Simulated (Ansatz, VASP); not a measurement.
## AlNi: VASP beside Ansatz

INCAR

```
SYSTEM = AlNi
PREC = Accurate ; ENCUT = 600
EDIFF = 1E-6 ; ISMEAR = 0
SIGMA = 0.1 ; LREAL = .False.
LASPH = .True. ; NELM = 100
ALGO = Normal ; ISIF = 3
LWAVE = .False. ; LCHARG = .False.
GGA = PE ; IBRION = 2
NSW = 100 ; EDIFFG = -0.005
```

KPOINTS

```
Automatic mesh
0
Gamma
  14 14 14
  0 0 0
```

POSCAR

```
AlNi
1.0
    2.8597112900      0.0000000000      0.0000000000
    0.0000000000      2.8597112900      0.0000000000
    0.0000000000      0.0000000000      2.8597112900
Al Ni
1 1
Direct
    0.5000000000      0.5000000000      0.5000000000
    0.0000000000      0.0000000000      0.0000000000
```

Input for Ansatz:

```yaml
crystal:
  lattice:
    - [2.85971129, 0.0, 0.0]
    - [0.0, 2.85971129, 0.0]
    - [0.0, 0.0, 2.85971129]
  atoms:
    - { symbol: Al, position: [0.5, 0.5, 0.5] }
    - { symbol: Ni, position: [0.0, 0.0, 0.0] }
basis:
  ecutwfc: 420
kpoints:
  mp_grid: { grid: [14, 14, 14] }
hamiltonian:
  xc: pbe
scf:
  occupations: { method: gaussian, width: 0.1 }
output:
  forces: true
  stress: true
  eigenvalues: true
relax:
  adjacent_minimum: "off"
  f_tol: 0.005
  max_steps: 80
  cell: { stress_tol: 0.05 }
```

The cell comes from a database or a generator and needn't be the stable form of this composition.

Alike in both runs: task relaxation of cell and atoms; functional PBE; k mesh 14 × 14 × 14; occupations gaussian, width 0.1 eV; no spin polarisation.

|  | VASP | Ansatz |
| --- | --- | --- |
| version | VASP 6.6.1 | Ansatz 0.2.0 |
| potentials or method | VASP PAW PBE potentials, release 64 (Al, Ni) | scalar-relativistic, plane waves, PAW |
| plane-wave cutoff (eV) | 600 | 420 |
| valence electrons in the cell | 13 | 21 |

Ansatz gave:

| Item | Value |
| --- | --- |
| gap on the k mesh at the Fermi level, each at its own relaxed structure (eV) | none |
| relaxed volume (Å³/atom) | 12.11 |
| relaxed cell length with the largest relative difference (Å) | 2.893 |
| energy change over the relaxation (meV/atom) | -8 |

What did VASP give for the same quantities?

gap on the k mesh at the Fermi level, each at its own relaxed structure (eV): none; relaxed volume (Å³/atom): 12.11; relaxed cell length with the largest relative difference (Å): 2.893; energy change over the relaxation (meV/atom): -7.

A gap of «none» marks a metal or a gap that the smearing closes. The two sets of potentials don't hold the same shells in valence.

Spin polarisation is off, so any magnetic state and its effect on volume and gap are missing.
